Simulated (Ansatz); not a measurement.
# NaH: convergence with the PAW cutoff

How much do the results for NaH depend on the PAW cutoff?

Program: Ansatz 0.2.0. Level of theory: DFT, PBEsol, PAW with Ansatz's default frozen-core files, scalar-relativistic. These are calculated values, not measurements.

### Step 1. Starting point

Symmetry: Fm-3m, No. 225, cubic system. The conventional cell has a = 4.773 Å, b = 4.773 Å, c = 4.773 Å, α = 90.00°, β = 90.00°, γ = 90.00°. Na (site symmetry m-3m) is surrounded by 6 H at 2.39 Å. H (site symmetry m-3m) is surrounded by 6 Na at 2.39 Å.

Structure file:

```cif
data_structure
_symmetry_space_group_name_H-M 'Fm-3m'
_symmetry_Int_Tables_number 225
_cell_length_a 4.7728
_cell_length_b 4.7728
_cell_length_c 4.7728
_cell_angle_alpha 90.000
_cell_angle_beta 90.000
_cell_angle_gamma 90.000
_cell_volume 108.73
loop_
_atom_site_label
_atom_site_type_symbol
_atom_site_symmetry_multiplicity
_atom_site_Wyckoff_symbol
_atom_site_fract_x
_atom_site_fract_y
_atom_site_fract_z
_atom_site_occupancy
Na1 Na 4 a 0.00000 0.00000 0.00000 1
H1 H 4 b 0.50000 0.00000 0.00000 1
```

The file gives the conventional cell by its symmetry; the runs use the cell typed in the input.

Structure from a Materials Project entry, not relaxed further.

Atoms are numbered in the order of the input: Na1, H2.

### Step 2. With PAW files, cutoff 150 eV

The input, input.yaml:

```yaml
crystal:
  lattice:
    - [0.0, 2.3864216652, 2.3864216652]
    - [2.3864216652, 0.0, 2.3864216652]
    - [2.3864216652, 2.3864216652, 0.0]
  atoms:
    - { symbol: Na, position: [0.0, 0.0, 0.0] }
    - { symbol: H, position: [0.5, 0.5, 0.5] }
kpoints:
  mp_grid: { grid: [11, 11, 11] }
scf:
  occupations: { method: fermi_dirac, width: 0.02 }
hamiltonian:
  xc: pbesol
  pseudopotentials: { kind: paw }
output:
  forces: true
  stress: true
  eigenvalues: true
  efg: { contact_densities: true }
basis:
  ecutwfc: 150
```

### Step 3. With PAW files, cutoff 200 eV

Edit input.yaml of step 2 so:

```diff
@@ -21,2 +21,2 @@
 basis:
-  ecutwfc: 150
+  ecutwfc: 200
```

### Step 4. With PAW files, cutoff 500 eV

Edit input.yaml of step 3 so:

```diff
@@ -21,2 +21,2 @@
 basis:
-  ecutwfc: 200
+  ecutwfc: 500
```

### Step 5. With PAW files, cutoff 600 eV

Edit input.yaml of step 4 so:

```diff
@@ -21,2 +21,2 @@
 basis:
-  ecutwfc: 500
+  ecutwfc: 600
```

### Step 6. With PAW files, cutoff 800 eV

Edit input.yaml of step 5 so:

```diff
@@ -21,2 +21,2 @@
 basis:
-  ecutwfc: 600
+  ecutwfc: 800
```

(Steps that only read results are left out.)

**Question.** What will these runs give? Wanted: energy error of the loosest run; pressure, lowest to highest; gap, lowest to highest.

**Answer**, as computed:

```
                             quantity              value
energy error of the loosest run (PAW)    9176.1 meV/atom
               within 1 meV/atom from      cutoff 500 eV
    pressure, lowest to highest (PAW)  -5.28 to 0.29 GPa
         gap, lowest to highest (PAW)    3.58 to 3.83 eV
```

In words: The loosest usable run is off by 9176.1 meV/atom from the tightest; from cutoff 500 eV on, all lie within 1 meV/atom of it. The energy falls at every step, as a growing basis should make it. The pressure spans 5.57 GPa (PAW).

The gaps are Kohn-Sham values of a semilocal functional, not quasiparticle or optical gaps. Such gaps usually fall short of the measured ones.
